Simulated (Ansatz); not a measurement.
# Cr (Cr, simple cubic): the cost of one run

Method: DFT RPBE, plane waves (420 eV) with PAW, scalar-relativistic; PBE-made PAW files, in Ansatz 0.2.0.

## 1. The structure to begin with

The structure is cubic, space group Pm-3m (No. 221). The conventional cell has a = 2.348 Å, b = 2.348 Å, c = 2.348 Å, α = 90.00°, β = 90.00°, γ = 90.00°. Around Cr (site symmetry m-3m) lie 6 Cr at 2.35 Å.

Structure file:

```cif
data_structure
_symmetry_space_group_name_H-M 'P 1'
_symmetry_Int_Tables_number 1
_cell_length_a 3.3212
_cell_length_b 3.3212
_cell_length_c 3.3212
_cell_angle_alpha 60.000
_cell_angle_beta 60.000
_cell_angle_gamma 60.000
_cell_volume 25.90
loop_
_atom_site_label
_atom_site_type_symbol
_atom_site_fract_x
_atom_site_fract_y
_atom_site_fract_z
_atom_site_occupancy
Cr1 Cr 0.00000 0.00000 0.00000 1
Cr2 Cr 0.50000 0.50000 0.50000 1
```

The atoms start with moments of +1.5, -1.5 μB.

## 2. Relaxing cell and atoms

input.yaml reads:

```yaml
crystal:
  lattice:
    - [0.0, 2.3484326893, 2.3484326893]
    - [2.3484326893, 0.0, 2.3484326893]
    - [2.3484326893, 2.3484326893, 0.0]
  atoms:
    - { symbol: Cr, position: [0.0, 0.0, 0.0], spin: 1.5 }
    - { symbol: Cr, position: [0.5, 0.5, 0.5], spin: -1.5 }
hamiltonian:
  xc: rpbe
  pseudopotentials:
    kind: paw
    azcp:
      Cr: "pseudopotentials/Cr.paw.azcp"
basis:
  ecutwfc: 420
  fft_grid_basis: typed
kpoints:
  mp_grid: { grid: [12, 12, 12], shift: [0, 0, 0] }
magnetization:
  spin_polarized: true
scf:
  occupations: { method: fermi_dirac, width: 0.05 }
relax:
  max_steps: 60
  f_tol: 0.01
  cell: {}
```

What time and memory should one allow on 2 threads of an Arm CPU, shared host?

About 12 s, with a peak of 0.34 GiB.
